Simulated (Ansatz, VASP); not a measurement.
**One calculation of Ge, two programs**

INCAR

```
PREC = Accurate
ENCUT = 520
EDIFF = 1E-7
ISMEAR = 0
SIGMA = 0.1
LREAL = False
LASPH = True
NELM = 100
ALGO = Normal
ISIF = 2
LWAVE = False
LCHARG = False
GGA = PE
NBANDS = 21
```

KPOINTS

```
Automatic mesh
0
Gamma
  16 16 16
```

POSCAR

```
Ge
1.0
   -2.3452455967      2.5078224325      1.4410279295
    2.3452455967     -2.5078224325      1.4410279295
    2.3452455967      2.5078224325     -1.4410279295
Ge
2
Direct
    0.2729329864      1.0229329864      0.2500000000
    0.7270670136     -0.0229329864      0.7500000000
```

Input for Ansatz:

```yaml
crystal:
  lattice:
    - [-2.3452455967, 2.5078224325, 1.4410279295]
    - [2.3452455967, -2.5078224325, 1.4410279295]
    - [2.3452455967, 2.5078224325, -1.4410279295]
  atoms:
    - { symbol: Ge, position: [0.2729329864, 1.0229329864, 0.25] }
    - { symbol: Ge, position: [0.7270670136, -0.0229329864, 0.75] }
basis:
  ecutwfc: 420
kpoints:
  mp_grid: { grid: [16, 16, 16] }
hamiltonian:
  xc: pbe
scf:
  occupations: { method: gaussian, width: 0.1 }
output:
  forces: true
  stress: true
  eigenvalues: true
```

Alike in both runs: task single point; functional PBE; k mesh 16 × 16 × 16; occupations gaussian, width 0.1 eV; no spin polarisation.

|  | VASP | Ansatz |
| --- | --- | --- |
| version | VASP 6.6.1 | Ansatz 0.2.0 |
| potentials or method | VASP PAW PBE potentials, release 64 (Ge_d) | scalar-relativistic, plane waves, PAW |
| plane-wave cutoff (eV) | 520 | 420 |
| valence electrons in the cell | 28 | 28 |

|  | VASP | Ansatz | Ansatz less VASP |
| --- | --- | --- | --- |
| gap on the k mesh at the Fermi level (eV) | none | none | - |
| pressure (GPa) | 12.4 | 12.3 | -0.04 |
| largest component of the traceless stress (GPa) | 5.98 | 6.00 | +0.026 |
| rms of the force components (eV/Å) | 0.043 | 0.043 | +0.0001 |

Atom by atom the forces differ by 0.000 eV/Å (rms over components). A gap of «none» marks a metal or a gap that the smearing closes.
